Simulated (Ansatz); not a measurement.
The system is Ga.

```
Ga
1.0
     1.38300   -4.02650    0.00000
     1.38300    4.02650    0.00000
    -0.11745    0.00000    3.32993
Ga
2
Direct
  0.13100 0.86900 0.75000
  0.86900 0.13100 0.25000
```

This isn't the form of Ga at room conditions, which is orthorhombic.

| Quantity | Value |
| --- | --- |
| Program | Ansatz 0.2.0 |
| Task | single point |
| Functional | PBE |
| Potentials or basis | all-electron LAPW, scalar-relativistic |
| Cutoff | 256 eV (chosen from the basis error) |
| Basis error allowed | 0.001 eV/atom |
| k mesh | 10 × 10 × 8 |
| Occupations | fermi-dirac, width 0.05 eV |
| Spin | no spin polarisation |

On this cell: pressure 1.7 GPa; largest force 0.201 eV/Å; band gap on the k mesh none (metal or under the smearing width).

The same run follows on a disturbed copy (atoms moved at random, drawn with an rms of 0.05 Å):

```
Ga
1.0
     1.38300   -4.02650    0.00000
     1.38300    4.02650    0.00000
    -0.11745    0.00000    3.32993
Ga
2
Cartesian
  1.2589 2.9790 2.4919
  1.3540 -2.9564 0.7880
```

**Question.** What changes?

**Answer.** The energy (extrapolated to zero smearing) moves by +0.1 meV/atom; pressure 1.7 GPa; largest force 0.183 eV/Å; band gap on the k mesh none (metal or under the smearing width).

Forces on the atoms (eV/Å):
```
Ga   0.004 -0.166 -0.076
Ga  -0.004  0.166  0.076
```

Stress tensor (GPa, compression positive):
```
2.47 0.00 0.44
0.00 1.89 0.13
0.44 0.13 0.68
```
